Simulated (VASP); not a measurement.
Set up this calculation in VASP 6.6.1, as the native input.

```
Task                   : single point
Functional             : PBE
Potentials or basis    : VASP PAW PBE potentials, release 64 (Ga_d, P)
Cutoff                 : 520 eV
k mesh                 : 6 × 6 × 6
Occupations            : gaussian, width 0.1 eV
Spin                   : no spin polarisation
Dipole correction      : no
Further INCAR settings : ALGO = Normal; EDIFF = 1e-07; NBANDS = 16
```

The structure of GaP lies in POSCAR:

```
GaP
1.0
    0.0000000000      2.6808800100      2.6808800100
    2.6808800100      0.0000000000      2.6808800100
    2.6808800100      2.6808800100      0.0000000000
Ga P
1 1
Direct
    0.0000000000      0.0000000000      0.0000000000
    0.7500000000      0.7500000000      0.7500000000
```

The cell isn't the ideal one: In replaced by Ga, lengths x 0.952, strained and moved within the space group.

One way to write it, as run:

INCAR

```
SYSTEM = GaP
PREC = Accurate ; ENCUT = 520
EDIFF = 1E-7 ; ISMEAR = 0
SIGMA = 0.1 ; LREAL = .FALSE.
LASPH = .TRUE. ; NELM = 100
ALGO = Normal ; ISIF = 2
LWAVE = .FALSE. ; LCHARG = .TRUE.
GGA = PE ; LELF = .TRUE.
LVHAR = .TRUE. ; NBANDS = 16
```

KPOINTS

```
regular mesh
0
G
  6 6 6
  0 0 0
```

Potentials or basis: VASP PAW PBE potentials, release 64 (Ga_d, P).

The run is started by

```sh
$ cat potpaw_PBE.64/Ga_d/POTCAR potpaw_PBE.64/P/POTCAR > POTCAR
$ mpirun -np 1 vasp_std > vasp.out
```

It gave:

| Quantity | Value |
| --- | --- |
| Pressure | 7.3 GPa |
| Band gap on the k mesh | 1.54 eV, indirect (least direct gap 2.24 eV) |

Wall time 8.9 s on 1 thread of AMD EPYC 9R45 (Zen 5), on a shared host, peak memory 0.12 GiB.
